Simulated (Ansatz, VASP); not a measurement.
## Bi in VASP and in Ansatz

The input INCAR:

```
PREC = Accurate
ENCUT = 520
EDIFF = 1E-6
ISMEAR = -1
SIGMA = 0.05
LREAL = F
LASPH = T
NELM = 100
ALGO = Fast
ISIF = 2
LWAVE = F
LCHARG = F
GGA = PS
NBANDS = 22
```

KPOINTS

```
regular mesh
0
Gamma
  8 8 4
```

Contents of POSCAR:

```
Bi
1.0
    3.1722683854      0.0000000000      0.0000000000
    0.0000000000      3.1558770435      0.0000000000
   -0.0788124821      0.0000000000      6.3123439430
Bi
2
Direct
    0.5442472500      0.0000000000      0.7495778900
    0.4557527500      0.0000000000      0.2504221100
```

input.yaml

```yaml
crystal:
  lattice:
    - [3.1722683854, 0.0, 0.0]
    - [0.0, 3.1558770435, 0.0]
    - [-0.0788124821, 0.0, 6.312343943]
  atoms:
    - { symbol: Bi, position: [0.54424725, 0.0, 0.74957789] }
    - { symbol: Bi, position: [0.45575275, 0.0, 0.25042211] }
hamiltonian:
  xc: pbesol
  pseudopotentials: { kind: paw }
kpoints:
  mp_grid: { grid: [8, 8, 4] }
scf:
  occupations: { method: fermi_dirac, width: 0.05 }
output:
  forces: true
  stress: true
  eigenvalues: true
```

This isn't the form of Bi at room conditions, which is rhombohedral.

Alike in both runs: task single point; functional PBEsol; k mesh 8 × 8 × 4; occupations fermi-dirac, width 0.05 eV; no spin polarisation.

```csv
,VASP,Ansatz
version,VASP 6.6.1,Ansatz 0.2.0
potentials or method,"VASP PAW PBE potentials, release 64 (Bi_d)",Ansatz PAW
plane-wave cutoff (eV),520,420
valence electrons in the cell,30,30
```

Ansatz gave:

- gap on the k mesh at the Fermi level (eV): none
- pressure (GPa): 3.3
- largest component of the traceless stress (GPa): 0.69
- rms of the force components (eV/Å): 0.014

Estimate VASP's values.

gap on the k mesh at the Fermi level (eV): none; pressure (GPa): 3.2; largest component of the traceless stress (GPa): 0.69; rms of the force components (eV/Å): 0.014.

Atom by atom the forces differ by 0.000 eV/Å (rms over components). A gap of «none» marks a metal or a gap that the smearing closes. With one functional, cell and mesh, what is left measures potentials, basis and numerics.

Caveats: spin-orbit coupling is left out, which moves the levels of the heavy elements; the PAW data sets were made with another functional, which shifts forces and pressure a little (VASP); the PAW data sets come from PBE, with cores solved anew for the run's functional, which leaves a small shift of forces and pressure (Ansatz).
